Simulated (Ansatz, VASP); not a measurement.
**GaP: 3 runs at one level of theory**

```
CELL_PARAMETERS angstrom
0.00000 2.72525 2.72525
2.72525 0.00000 2.72525
2.72525 2.72525 0.00000
ATOMIC_POSITIONS crystal
Ga 0.00000 0.00000 0.00000
P 0.75000 0.75000 0.75000
```

Alike in all runs: task single point; functional PBE; k mesh 8 × 8 × 8; occupations gaussian, width 0.024 eV; no spin polarisation; no spin-orbit coupling. Pressure is positive in compression and, in plane waves, holds the error of the finite cutoff, which Ansatz's Pulay term estimates and takes out.

```json
{"program and potentials": "Ansatz, Ansatz PAW", "plane-wave cutoff (eV)": "420", "notes": "Pulay term of +0.04 GPa included", "band gap (eV)": "1.64", "pressure (GPa)": "2.51"}
{"program and potentials": "VASP, PBE PAW files Ga_d, P, 520 eV", "plane-wave cutoff (eV)": "520", "notes": "-", "band gap (eV)": "1.64", "pressure (GPa)": "2.43"}
{"program and potentials": "Ansatz, all-electron LAPW, scalar-relativistic", "plane-wave cutoff (eV)": "-", "notes": "-", "band gap (eV)": "1.64", "pressure (GPa)": "2.48"}
```

All agree on the band gap. The pressure spans 2.43 (VASP, PBE PAW files Ga_d, P, 520 eV) to 2.51 GPa (Ansatz, Ansatz PAW), with all-electron results at 2.48. The gap is indirect and read on the mesh alone.

Differences between rows come from potentials, basis sets and numerical settings, since the functional is the same but for its coding. Runs on potential files found faulty are left out.
